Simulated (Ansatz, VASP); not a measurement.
# TiSeS (TiSeS, 1T): VASP beside Ansatz

One calculation is typed for both programs; each brings its own data sets. How far apart do they land? The cell is invented: As first built, before any earlier steps moved the atoms (in the runner's words): 3x3x1 conventional cells of the TiSe2 type (27 atoms: 9 S, 9 Ti, 9 Se); Se/S share their sites, the best of 600 random draws by like-pair counts in two shells; start lattice by linear mixing of the end members' cells; atoms moved at random by 0.02 A. It may not be a known or stable phase. Of the first pair: The structure shown is the start of the Ansatz relaxation below; VASP solves that cell, so the two are compared at the walk's first step.

Method: plane waves, with VASP 6.6.1 beside it; single point at PBE with D3(BJ), in Ansatz 0.2.0.

### 1. Starting point

The cell holds 27 atoms: 9 S, 9 Ti and 9 Se. Cell: a = 10.422 Å, b = 10.422 Å, c = 5.849 Å, α = 90.0°, β = 90.0°, γ = 120.0°. It derives from TiSe2 (TiSe2 type, space group 164), repeated 3×3×1. As first built, before any earlier steps moved the atoms (in the runner's words): 3x3x1 conventional cells of the TiSe2 type (27 atoms: 9 S, 9 Ti, 9 Se); Se/S share their sites, the best of 600 random draws by like-pair counts in two shells; start lattice by linear mixing of the end members' cells; atoms moved at random by 0.02 A.

### 2. Ansatz: relaxation, PBE with D3(BJ)

Ansatz runs on its default PAW (the set named soft_2) files.

The two programs are compared at the cell with which this relaxation starts, whose forces are those of its first step.

Input file input.yaml:

```yaml
crystal:
  lattice:
    - [10.422, 0.0, 0.0]
    - [-5.211, 9.02572, 0.0]
    - [0.0, 0.0, 5.8495]
  atoms:
    - { symbol: S, position: [0.22263, 0.11127, 0.7437] }
    - { symbol: S, position: [0.22254, 0.77398, 0.74115] }
    - { symbol: S, position: [0.44118, 0.2208, 0.2535] }
    - { symbol: S, position: [0.44635, 0.55783, 0.25253] }
    - { symbol: S, position: [0.55805, 0.44913, 0.74762] }
    - { symbol: S, position: [0.77571, 0.22397, 0.25568] }
    - { symbol: S, position: [0.77843, 0.55646, 0.25824] }
    - { symbol: S, position: [0.89072, 0.44677, 0.74622] }
    - { symbol: S, position: [0.8914, 0.77915, 0.74205] }
    - { symbol: Ti, position: [0.99941, 0.00428, 0.99726] }
    - { symbol: Ti, position: [0.99923, 0.33574, 0.00398] }
    - { symbol: Ti, position: [0.00123, 0.66962, 0.99837] }
    - { symbol: Ti, position: [0.33125, 0.9971, 0.00714] }
    - { symbol: Ti, position: [0.33452, 0.33505, 0.99476] }
    - { symbol: Ti, position: [0.33248, 0.66284, 0.99794] }
    - { symbol: Ti, position: [0.66976, 0.00334, 0.00573] }
    - { symbol: Ti, position: [0.6654, 0.33063, 0.00157] }
    - { symbol: Ti, position: [0.66687, 0.66846, 0.00195] }
    - { symbol: Se, position: [0.11544, 0.22385, 0.25505] }
    - { symbol: Se, position: [0.11196, 0.55511, 0.25394] }
    - { symbol: Se, position: [0.22112, 0.44412, 0.743] }
    - { symbol: Se, position: [0.1098, 0.88579, 0.25388] }
    - { symbol: Se, position: [0.55606, 0.10956, 0.74157] }
    - { symbol: Se, position: [0.44751, 0.88789, 0.26141] }
    - { symbol: Se, position: [0.55617, 0.77903, 0.74804] }
    - { symbol: Se, position: [0.88699, 0.10952, 0.74531] }
    - { symbol: Se, position: [0.77869, 0.8907, 0.2538] }
kpoints:
  mp_grid: { grid: [3, 3, 4] }
hamiltonian:
  xc: pbe
  dispersion: d3bj
scf:
  occupations: { method: methfessel_paxton, width: 0.15 }
output:
  forces: true
  stress: true
relax:
  f_tol: 0.02
  max_steps: 45
  cell: { stress_tol: 0.1 }
```

The run is started by

```sh
$ ansatz run input.yaml --threads 8 --pin off --max-ram 15360MiB --backend cpu --events-out ev --progress --plain --runs-dir out
```

Numbers of over 12 decimals in the logs are rounded to 6 here.

Output:

```text
The last accepted step is kept in <dir> (removed where the run ends without a failure and the disk answers)
Engine: ansatz 0.2.0, aarch64-unknown-linux-gnu
Pseudopotentials: kind: paw
Pseudopotential: S, paw, valence charge 6, recommended cutoff 420 eV (normal), S.paw.azcp
Pseudopotential: Ti, paw, valence charge 12, recommended cutoff 420 eV (normal), Ti.paw.azcp
Pseudopotential: Se, paw, valence charge 16, recommended cutoff 420 eV (normal), Se.paw.azcp
Functional definition: PBE
  parameter kappa = 0.804
  parameter beta = 0.066725
  exchange = pbe_x(kappa = kappa, mu = beta*pi^2/3)
  correlation = pbe_c(beta = beta)
Crystal: 27 atoms, lattice volume = 550.239 Å³
Basis set: ecut = 420 eV, 10705 PW (Γ), exchange–correlation on 144×144×80 points (8 copies of the dense FFT grid, shifted against one another)
Bands: 184, of which v1, the nominal top of the filled ones, is band 153 counted from 1 (152 counted from 0)
Symmetry: 1 space group operations
Space group: P1 (ITA 1), of the structure as read, at distance tolerance 8.2e-5 Å
k-points: 19 of 36 (time reversal used)
Non-local potential: S, projectors of the file, l = 0: 2, l = 1: 2, l = 2: 2
Non-local potential: Ti, projectors of the file, l = 0: 3, l = 1: 2, l = 2: 3, l = 3: 1
Non-local potential: Se, projectors of the file, l = 0: 2, l = 1: 2, l = 2: 3, l = 3: 1
PAW form: soft (Blöchl's): semilocal exchange-correlation on the pseudo side does not see the compensation charge
PAW one-centre angular grid: S, 110 points (default); XC on 64 Gauss nodes
PAW one-centre angular grid: Ti, 590 points (default); XC on 64 Gauss nodes
PAW one-centre angular grid: Se, 590 points (default); XC on 64 Gauss nodes
Initial density: superposition of atomic densities (neutral atoms: chi_scale 0, normalization atom), corrected by the library's trained network
Initial wavefunctions: pseudopotential atomic-orbital guess
Functional: x = pbe(κ = 0.804, μ = 0.219515), c = pbe(β = 0.066725)
SCF iter   1: F=—  HF=-79879.714679 eV  |F-HF|=—  |Δ(HF+E_count)|=         —  Δρ=2.49e-3  dr2=7.22e-2  ethr=1.77e-3  ⟨swp⟩=5.0  Hψ=12519  notcnv=0
preconditioner: auto → LDOS  [metal: Δε(μ)=0.026 eV  Ē_g=6.639 eV  σ=0.150 eV  W_gap=0.14  n_scr=142 (ndim 8)  ℏωp=19.0 eV  f_vac=0.018  D(μ)=8.52/eV (n_scr^D=44)  β→1.0]
SCF iter   2: F=—  HF=-79879.721545 eV  |F-HF|=—  |Δ(HF+E_count)|=   6.87e-3  S|Δr|=    0.00e0  Δρ=3.07e-3  dr2=1.12e-1  ethr=2.36e-5  ⟨swp⟩=2.0  Hψ=4941  notcnv=0
SCF iter   3: F=—  HF=-79879.710876 eV  |F-HF|=—  |Δ(HF+E_count)|=   1.07e-2  S|Δr|=    0.00e0  Δρ=7.85e-4  dr2=6.88e-3  ethr=2.36e-5  ⟨swp⟩=2.0  Hψ=4187  notcnv=0  defer=2
SCF iter   4: F=—  HF=-79879.710101 eV  |F-HF|=—  |Δ(HF+E_count)|=   7.75e-4  S|Δr|=    0.00e0  Δρ=8.42e-5  dr2=7.43e-5  ethr=2.25e-6  ⟨swp⟩=2.0  Hψ=4012  notcnv=0
SCF iter   5: F=—  HF=-79879.710277 eV  |F-HF|=—  |Δ(HF+E_count)|=   1.76e-4  S|Δr|=    0.00e0  Δρ=2.14e-5  dr2=3.25e-6  ethr=2.43e-8  ⟨swp⟩=2.0  Hψ=4883  notcnv=0
SCF iter   6: F=—  HF=-79879.710277 eV  |F-HF|=—  |Δ(HF+E_count)|=   3.67e-8  S|Δr|=    0.00e0  Δρ=4.82e-6  dr2=1.07e-7  ethr=1.06e-9  ⟨swp⟩=2.0  Hψ=5064  notcnv=0
SCF iter   7: F=-79879.710277 eV  HF=-79879.710277 eV  |F-HF|=1.73e-9  |Δ(HF+E_count)|=   4.72e-8  S|Δr|=    0.00e0  Δρ=1.49e-6  dr2=1.13e-8  ethr=3.27e-11  ⟨swp⟩=4.0  Hψ=10354  notcnv=0
SCF 1 converged in 7 iterations: F = -79879.710277 eV  dr2 = 1.13e-8
  greatest PAW one-centre occupation: 1.000 electrons in one spin orbital (limit 2), on the Se atom at site 26 (counted from 0), in its partial waves of l = 2
relax step   1: F+E_penalty+E_count = -79879.71027720 eV  Δ(F+E_penalty+E_count) = +0.000e0 eV  max|allowed force component| = 1.192e0 eV/Å  Δτ_max = 0.0000 Å  P = -2.833 GPa  Ω = 550.239 Å³  (7 SCF iters, dr2 threshold 1.00e-7 eV, accepted)
[...]
relax step   3: F+E_penalty+E_count = -79880.87397679 eV  Δ(F+E_penalty+E_count) = -1.612e-1 eV  max|allowed force component| = 2.254e-1 eV/Å  Δτ_max = 0.0779 Å  P = -0.006 GPa  Ω = 525.925 Å³  energy of the carried Pulay correction = +1.676e-3 eV  (7 SCF iters, dr2 threshold 2.70e-6 eV, accepted)
[...]
relax step   4: F+E_penalty+E_count = -79880.90448900 eV  Δ(F+E_penalty+E_count) = -3.051e-2 eV  max|allowed force component| = 4.626e-2 eV/Å  Δτ_max = 0.0433 Å  P = +0.069 GPa  Ω = 519.545 Å³  energy of the carried Pulay correction = +2.129e-3 eV  (6 SCF iters, dr2 threshold 2.70e-6 eV, accepted)
[...]
relax step   5: F+E_penalty+E_count = -79880.90750175 eV  Δ(F+E_penalty+E_count) = -3.013e-3 eV  max|allowed force component| = 1.143e-2 eV/Å  Δτ_max = 0.0139 Å  P = +0.020 GPa  Ω = 520.346 Å³  energy of the carried Pulay correction = +2.072e-3 eV  (6 SCF iters, dr2 threshold 1.34e-7 eV, accepted)
[...]
relax step   6: F+E_penalty+E_count = -79880.90506107 eV  Δ(F+E_penalty+E_count) = +2.441e-3 eV  max|allowed force component| = 1.145e-2 eV/Å  Δτ_max = 0.0000 Å  P = +0.025 GPa  Ω = 520.346 Å³  stress off target by 5.75e-2 GPa  SCF on the basis re-selected at this cell (its energy is not comparable with the rows above)  (6 SCF iters)
basis re-selected at this cell: Δ(F+E_penalty+E_count) = +2.441e-3 eV, ΔP = +0.005 GPa vs the last step (what re-selecting the basis moved, of the pressure what is left beyond the Pulay correction that the steps carried, after the strain that the cell walked since its last selection, with what the two solves' SCF thresholds leave and, on support functions, any second-order correction that the steps lacked; it is no m [...]
SCF converged after 6 iterations
Stability not checked: this state was not tested for a lower state beside it, because cold or Methfessel-Paxton smearing, or corrected tetrahedra, fill the levels in a way that the test cannot read (fill_not_monotonic; see scf.lower_state_search)
Free energy (F): -79880.905061 eV
Harris-Foulkes:  -79880.905061 eV  (|F-HF|=8.73e-11)
Internal energy: -79880.904448 eV  (E = F + TS)
E sigma→0 (E₀):  -79880.904908 eV
Entropy (-TS):   -0.000613 eV (-0.023 meV/atom)
Fermi energy:    9.679876 eV
--- Per-component energies (eV) ---
  E_band       = -4927.136009
  E_kinetic    = 4492.493758
  E_local      = -34785.015160  (includes V_loc(G=0)·N_el)
  E_nonlocal   = -5048.314415
  E_hartree    = 16398.390690
  E_xc         = -2703.758599
  E_vxc        = -2787.831250  (∫ρ·V_xc dr)
  E_paw        = -32022.858087  (= ΣΔE_a)
  E_vpaw       = 404.755316  (= ΣTr[D̂ρ^β])
  E_aug_tail   = -0.004161  (compensation charges beyond the density's cutoff)
  E_ewald      = -26200.229113
  E_disp       = -11.609361  (pairwise vdW)
  E_smearing   = -0.000613  (= −TS)
  E_closure    = -0.000000  (closes the sum)
  Σ components = -79880.905061   (vs F -79880.905061, Δ=0.00e0)
--- Forces (eV/Å), atoms counted from 1 ---
  atom   1  S     -0.00045386     0.00160654     0.00122453
  atom   2  S      0.00260406     0.00185047    -0.00420742
  atom   3  S     -0.00166186    -0.00165002     0.00469636
  atom   4  S     -0.00020406    -0.00003888     0.00586437
  atom   5  S     -0.00194064     0.00131466    -0.00973301
  atom   6  S     -0.00788679    -0.00266232    -0.00131110
  atom   7  S     -0.00054129    -0.01145385     0.00431659
  atom   8  S     -0.00182690     0.00508116     0.00073856
  atom   9  S      0.00297660     0.00259136    -0.00172683
  atom  10  Ti     0.00676704    -0.00311258    -0.00114043
  atom  11  Ti    -0.00145645    -0.00399597    -0.00231388
  atom  12  Ti     0.00694846    -0.00503920    -0.00003119
  atom  13  Ti     0.00245088    -0.00265144    -0.00350536
  atom  14  Ti    -0.00540656    -0.00585918     0.00202037
  atom  15  Ti    -0.00790235    -0.00171789    -0.00141026
  atom  16  Ti     0.00194415    -0.00052769     0.00206844
  atom  17  Ti     0.00686249     0.00206384     0.00277796
  atom  18  Ti    -0.00356004     0.00968892     0.00124108
  atom  19  Se    -0.00117118     0.00367535    -0.00068456
  atom  20  Se    -0.00257300     0.00277258     0.00410080
  atom  21  Se     0.00380604     0.00367450    -0.00588794
  atom  22  Se     0.00051161    -0.00043584     0.00524562
  atom  23  Se    -0.00167679     0.00364154     0.00075758
  atom  24  Se    -0.00172857     0.00267600     0.00486998
  atom  25  Se     0.00289353     0.00079329    -0.00448698
  atom  26  Se     0.00481472     0.00386342    -0.00105031
  atom  27  Se    -0.00258860    -0.00614867    -0.00242953
  max |Σ_I F_I| component: 3.44e-6 eV/Å
--- Stress (GPa, compression-positive) ---
        0.026072       0.001784       0.007736
        0.001784       0.000007      -0.019208
        0.007736      -0.019208       0.049429
  P = ⅓ Tr σ = 0.0252 GPa (0.252 kbar)
--- Relaxed structure (5 steps of the walk, 5 accepted, 1 SCFs on fresh bases) ---
  F+E_penalty+E_count = -79880.90506107 eV   max|allowed force component| = 1.145e-2 eV/Å   (the final SCF, on the basis selected at the relaxed cell)
  cell:  # Å, volume = 520.3461 Å³
    - [10.249612, -0.00218096, -0.00403718]
    - [-5.126695, 8.879397, 0.015100]
    - [-0.00226593, 0.00847769, 5.718154]
  atoms:
    - { symbol: S, position: [0.222972, 0.112737, 0.752432] }
    - { symbol: S, position: [0.221201, 0.778454, 0.758594] }
    - { symbol: S, position: [0.447245, 0.223065, 0.246878] }
    - { symbol: S, position: [0.445078, 0.554798, 0.244021] }
    - { symbol: S, position: [0.557417, 0.444837, 0.747104] }
    - { symbol: S, position: [0.776273, 0.223068, 0.244661] }
    - { symbol: S, position: [0.777517, 0.554621, 0.250829] }
    - { symbol: S, position: [0.889101, 0.447086, 0.750742] }
    - { symbol: S, position: [0.888871, 0.777713, 0.753005] }
    - { symbol: Ti, position: [1.002612, -0.00168056, 0.995480] }
    - { symbol: Ti, position: [0.996042, 0.335326, -0.000383291] }
    - { symbol: Ti, position: [-0.00379089, 0.665479, 0.994624] }
    - { symbol: Ti, position: [0.332038, 1.003003, -0.00345391] }
    - { symbol: Ti, position: [0.340868, 0.334369, 0.999584] }
    - { symbol: Ti, position: [0.333069, 0.666065, 0.999737] }
    - { symbol: Ti, position: [0.667726, 0.00361983, 0.00012502] }
    - { symbol: Ti, position: [0.668533, 0.337910, 0.00178781] }
    - { symbol: Ti, position: [0.666709, 0.659859, -0.000211651] }
    - { symbol: Se, position: [0.113133, 0.223809, 0.270052] }
    - { symbol: Se, position: [0.110174, 0.555441, 0.276987] }
    - { symbol: Se, position: [0.222555, 0.444003, 0.726366] }
    - { symbol: Se, position: [0.111164, 0.887793, 0.279021] }
    - { symbol: Se, position: [0.555257, 0.114090, 0.722021] }
    - { symbol: Se, position: [0.444663, 0.889842, 0.273216] }
    - { symbol: Se, position: [0.556614, 0.777476, 0.726662] }
    - { symbol: Se, position: [0.890864, 0.112079, 0.724540] }
    - { symbol: Se, position: [0.776995, 0.887127, 0.270970] }
```

The column dr2 measures how far the density is from self-consistency, as an energy; F and HF (Harris–Foulkes) agree once it is small.

[end of part 1 of 3]

[Lines on the potential files, build, host, timing and source positions are cut from VASP's logs without a mark.]

[Logs are printed without paths, hosts, clocks, repeated set-up lines and the standing remarks that a program may print on its own settings, such as how far it seeks lower states.]

[Hosts, paths, dates, database ids (printed as entryN), source tags and the programs' standing remarks are cut or masked in the printed files.]
